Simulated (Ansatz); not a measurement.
# GaAs: the cost of one run

Method: DFT PBE, scalar-relativistic, plane waves, PAW, in Ansatz 0.2.0.

2 further runs of the same task are left out: 1 that didn't finish, 1 set aside as unsound or not needed.

### Step 1. The starting structure

The structure is cubic, space group F-43m (No. 216). Conventional cell: a = 5.745 Å, b = 5.745 Å, c = 5.745 Å, α = 90.00°, β = 90.00°, γ = 90.00°. Ga (site symmetry -43m) is surrounded by 4 As at 2.49 Å. Around As (site symmetry -43m) lie 4 Ga at 2.49 Å.

Structure file:

```
Ga As
1.0
     0.00000    2.87269    2.87269
     2.87269    0.00000    2.87269
     2.87269    2.87269    0.00000
Ga As
1 1
Cartesian
  0.0000 0.0000 0.0000
  4.3090 4.3090 4.3090
```

This cell was relaxed beforehand with the same method: volume 23.71 Å³/atom, gap on the mesh 0.16 eV.

### Step 2. The cell under 1 GPa

What is minimised here is the enthalpy; the energy can go up as the cell is squeezed.

The input, input.yaml:

```yaml
crystal:
  lattice:
    - [0.0, 2.8726922688, 2.8726922688]
    - [2.8726922688, 0.0, 2.8726922688]
    - [2.8726922688, 2.8726922688, 0.0]
  atoms:
    - { symbol: Ga, position: [0.0, 0.0, 0.0] }
    - { symbol: As, position: [0.75, 0.75, 0.75] }
basis:
  ecutwfc: 420
kpoints:
  mp_grid: { grid: [12, 12, 12] }
hamiltonian:
  xc: pbe
scf:
  occupations: { method: gaussian, width: 0.02 }
output:
  forces: true
  stress: true
  eigenvalues: true
relax:
  adjacent_minimum: "off"
  f_tol: 0.001
  max_steps: 60
  cell: { stress_tol: 0.02, p_target: 1.0 }
```

The run is started by

```
> ansatz run input.yaml --threads 1 --pin off --max-ram 3072MiB --backend cpu --events-out ev --progress --plain --runs-dir out
```

**Question.** How long does this run take on 1 thread of Intel Xeon at 2.50GHz (Skylake/Cascade Lake), shared host, and how much memory does it need?

About 71 s, with a peak of 0.41 GiB.
